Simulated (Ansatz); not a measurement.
# Zn: energies, forces and stress near the listed structure

How do energy, forces, pressure and gap of Zn change under random distortions? Each case is one self-consistent run.

Computed with Ansatz 0.2.0 (DFT PBE, scalar-relativistic, plane waves, PAW, unless a step's input says otherwise).

### 1 The structure to begin with

It takes space group C2/m (No. 12, monoclinic). The conventional cell has a = 4.536 Å, b = 2.617 Å, c = 7.472 Å, α = 90.00°, β = 102.30°, γ = 90.00°. Zn (site symmetry 2/m) is surrounded by 12 Zn at 2.62 to 2.89 Å. Around Zn (site symmetry m) lie 12 Zn at 2.62 to 2.89 Å.

Cell or atoms stand a little off a more symmetric structure (R-3m at a tolerance of 0.3 Å), so results at this geometry aren't those of that ideal crystal.

Coordinates:

```xyz
3
Lattice="2.2682 -1.3085 0.0000 2.2682 1.3085 0.0000 -1.5917 0.0000 7.3004" Properties=species:S:1:pos:R:3 pbc="T T T"
Zn    0.0000    0.0000    0.0000
Zn   -0.0523    0.0000    4.8584
Zn    2.9969    0.0000    2.4420
```

The structure comes from the Materials Project (structure only).

### 2 Random moves and strain, cell strained

The change: strain xx, yy, zz, yz, xz, xy = +4.0, +6.5, +3.7, -3.0, -0.5, -1.3 %; atoms moved by 0.06 Å root mean square, at most 0.07 Å.

Input file input.yaml:

```yaml
crystal:
  lattice:
    - [2.3748142347, -1.4228992518, 0.0270745365]
    - [2.3410291001, 1.3643350979, -0.0514346841]
    - [-1.6939039581, -0.1984631852, 7.5761506496]
  atoms:
    - { symbol: Zn, position: [-0.0074873546, 0.0152564707, 0.0078981885] }
    - { symbol: Zn, position: [0.241388091, 0.2183309267, 0.6641156451] }
    - { symbol: Zn, position: [0.7660965786, 0.7664099176, 0.3279847966] }
basis:
  ecutwfc: 420
kpoints:
  mp_grid: { grid: [16, 16, 6] }
hamiltonian:
  xc: pbe
scf:
  occupations: { method: gaussian, width: 0.1 }
output:
  forces: true
  stress: true
  eigenvalues: true
```

Launch:

```
$ ansatz run input.yaml --threads 1 --pin off --max-ram 1331MiB --backend cpu --events-out ev --progress --plain --runs-dir out
```

### 3 Random moves and strain, cell strained

Input file input.yaml:

```yaml
crystal:
  lattice:
    - [2.3599940537, -1.3214216132, 0.0557920449]
    - [2.3465951467, 1.2981955506, 0.034934762]
    - [-1.5054455005, -0.0500346646, 7.4331980658]
  atoms:
    - { symbol: Zn, position: [-0.0081923059, 0.0028051284, 0.0016026501] }
    - { symbol: Zn, position: [0.239140903, 0.2129962033, 0.6640923587] }
    - { symbol: Zn, position: [0.7690458579, 0.7842007657, 0.334306361] }
basis:
  ecutwfc: 420
kpoints:
  mp_grid: { grid: [16, 16, 6] }
hamiltonian:
  xc: pbe
scf:
  occupations: { method: gaussian, width: 0.1 }
output:
  forces: true
  stress: true
  eigenvalues: true
```

**Question.** What will these runs give? Wanted: for each run, case; energy; pressure; largest force.

The runs gave:

| step | case | energy (meV/atom) | pressure (GPa) | largest force (eV/Å) | gap on the mesh (eV) |
| --- | --- | --- | --- | --- | --- |
| 2 | random moves and strain, cell strained | +0.0 | -4.7 | 0.15 | 0.00 |
| 3 | random moves and strain, cell strained | -25.8 | -0.4 | 0.06 | 0.00 |

Energies are counted from step 2, with the smearing taken to zero. A gap of 0.00 means none on the mesh at this level.

In words: Among the distorted cells of the listed formula and level the largest force, 0.15 eV/Å, acts on Zn1 in step 2. The distorted cells of the listed formula and level show no gap on the mesh.
